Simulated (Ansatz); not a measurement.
# Abstraction of F: SiH(CH3)F2 + C4H9 → SiH(CH3)F + C4H9F

Species: SiH(CH3)F2, singlet; C4H9 `[CH2]CCC`, doublet; SiH(CH3)F, doublet; C4H9F (1-fluorobutane) `CCCCF`, singlet. A radical takes F: the energy is the difference in strength between the Si–F bond broken and the C–F bond made.

Shapes, held fixed at every level: PBE0-D4/def2-TZVP. Flexible molecules stand in one conformer, not always the lowest. Programs: Ansatz 0.2.0. The zero-point and thermal change to 298 K, harmonic and unscaled (PBE0-D4/def2-TZVP), is +8.4 kJ/mol.

| level | kind | ΔH(298 K) (kJ/mol) | less CCSD/def2-SVP |
| --- | --- | --- | --- |
| MP2/def2-SVP | perturbation theory | +183.0 | -0.4 |
| MP2/def2-TZVPP | perturbation theory | +206.3 | +22.9 |
| HF/def2-TZVPP | Hartree–Fock | +228.2 | +44.8 |
| B3LYP-D4/def2-TZVPP | global hybrid | +199.7 | +16.3 |
| B2PLYP/def2-TZVPP | double hybrid | +205.1 | +21.7 |
| CCSD(T)/def2-SVP | coupled cluster or CI | +179.6 | -3.8 |
| CCSD/def2-SVP | coupled cluster or CI | +183.4 | 0.0 |

The highest level, CCSD/def2-SVP, gives ΔH(298 K) = +183.4 kJ/mol; the levels span +179.6 to +228.2. The column of differences is taken from that level and isn't an error. No measured value is set beside it here. Open shells run unrestricted.
